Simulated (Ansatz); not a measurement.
## Phonons of CuI

Level of theory: DFT, r²SCAN, scalar-relativistic, no spin polarisation; plane waves to 500 eV with PAW datasets (Ansatz 0.2.0), Gaussian smearing of 0.05 eV. The datasets are Ansatz's generated set soft_2.

```cif
data_structure
_symmetry_space_group_name_H-M 'P 1'
_symmetry_Int_Tables_number 1
_cell_length_a 4.2591
_cell_length_b 4.2591
_cell_length_c 4.2591
_cell_angle_alpha 60.000
_cell_angle_beta 60.000
_cell_angle_gamma 60.000
_cell_volume 54.63
loop_
_atom_site_label
_atom_site_type_symbol
_atom_site_fract_x
_atom_site_fract_y
_atom_site_fract_z
_atom_site_occupancy
Cu1 Cu 0.75000 0.75000 0.75000 1
I1 I 0.00000 0.00000 0.00000 1
```

The chain of runs began from a cell as deposited in COD, expanded in volume. Of that entry: the entry's cell lengths or inner coordinates differ somewhat from later room-temperature determinations.

Force constants come from finite displacements in a 2×2×2 supercell (the unit cell's 8×8×8 k-mesh, folded to it); the long-range dipole term is included. Points in reciprocal vectors of this cell: Γ = (0.000, 0.000, 0.000), X = (-0.500, -0.500, 0.000), U = (-0.375, -0.375, 0.250), K = (-0.375, 0.000, 0.375), L = (0.000, 0.000, 0.500), W = (-0.500, -0.250, 0.250).

Frequencies at the named points (cm⁻¹, imaginary ones negative):
```tsv
point	ω (cm⁻¹)
Γ	0 0 0 130 130 144
X	50 50 123 130 142 142
U	47 68 112 125 140 148
K	47 68 112 125 140 148
L	37 37 107 136 136 142
W	61 62 113 120 145 146
```

(1) Is the structure dynamically stable along this path, and where does the spectrum end?

(2) What does the harmonic approximation give for the vibrational free energy, entropy and heat capacity?

Answers:

(1) Yes: no branch is imaginary beyond numerical noise. The highest frequency is 148 cm⁻¹, between K and Γ. Points that don't fit the supercell are interpolated.

(2) Zero-point energy 18.7 meV/atom.
```json
{"T (K)": "100", "F_vib (meV/atom)": "9.0", "S (J/K per mole of atoms)": "21.1", "C_V (J/K per mole of atoms)": "20.6"}
{"T (K)": "200", "F_vib (meV/atom)": "-21.7", "S (J/K per mole of atoms)": "36.7", "C_V (J/K per mole of atoms)": "23.7"}
{"T (K)": "300", "F_vib (meV/atom)": "-65.1", "S (J/K per mole of atoms)": "46.5", "C_V (J/K per mole of atoms)": "24.4"}
{"T (K)": "400", "F_vib (meV/atom)": "-117.1", "S (J/K per mole of atoms)": "53.5", "C_V (J/K per mole of atoms)": "24.6"}
{"T (K)": "500", "F_vib (meV/atom)": "-175.5", "S (J/K per mole of atoms)": "59.0", "C_V (J/K per mole of atoms)": "24.7"}
{"T (K)": "600", "F_vib (meV/atom)": "-239.1", "S (J/K per mole of atoms)": "63.5", "C_V (J/K per mole of atoms)": "24.8"}
{"T (K)": "700", "F_vib (meV/atom)": "-307.0", "S (J/K per mole of atoms)": "67.4", "C_V (J/K per mole of atoms)": "24.8"}
{"T (K)": "800", "F_vib (meV/atom)": "-378.6", "S (J/K per mole of atoms)": "70.7", "C_V (J/K per mole of atoms)": "24.9"}
{"T (K)": "900", "F_vib (meV/atom)": "-453.4", "S (J/K per mole of atoms)": "73.6", "C_V (J/K per mole of atoms)": "24.9"}
{"T (K)": "1000", "F_vib (meV/atom)": "-531.1", "S (J/K per mole of atoms)": "76.2", "C_V (J/K per mole of atoms)": "24.9"}
```

The highest mode, 148 cm⁻¹, is worth 210 K. At 300 K the heat capacity has reached 98 % of the classical limit 3R = 24.9 J/K per mole of atoms, since all modes lie under k_BT.

Run time: 5.2 min on 4 threads of Arm Neoverse V1, with other jobs on the host, peak memory 4.2 GiB.

For elements this heavy, spin–orbit coupling would shift levels and gaps; it isn't included here.
